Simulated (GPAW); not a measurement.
The system is Ni.

```
Ni
1.0
    -1.38372    1.38372    1.38372
     1.38372   -1.38372    1.38372
     1.38372    1.38372   -1.38372
Ni
1
Cartesian
  0.0000 0.0000 0.0000
```

This isn't the form of Ni at room conditions, which is fcc.

Base run:

* Program: GPAW 26.7.0
* Functional: RPBE
* Potentials or basis: the program's PAW data sets (release 1.2.1) made for this functional
* Cutoff: 600 eV
* Basis: pw
* k mesh: 13 × 13 × 13
* Occupations: gaussian, width 0.02 eV
* Spin: collinear spin, ferromagnetic start
* Starting moments: [1.0] μB

Its results: band gap on the k mesh none (metal or under the smearing width); pressure 16.5 GPa; net moment 0.59 μB per cell; site moments Ni +0.62 μB.

Problem. The run is repeated on the same cell with these changes: functional from RPBE to PBE; potentials or basis from the program's PAW data sets (release 1.2.1) made for this functional to GPAW PAW data sets (gpaw-data 1.2.1). What comes out?

Solution. Band gap on the k mesh none (metal or under the smearing width); pressure 10.1 GPa; net moment 0.59 μB per cell; site moments Ni +0.62 μB.

Caveats: the stock nickel data set gives pressures a few GPa off other programs; so large a pressure means that the cell lies far from this level's equilibrium, or that cutoff or potentials fall short (some runs).
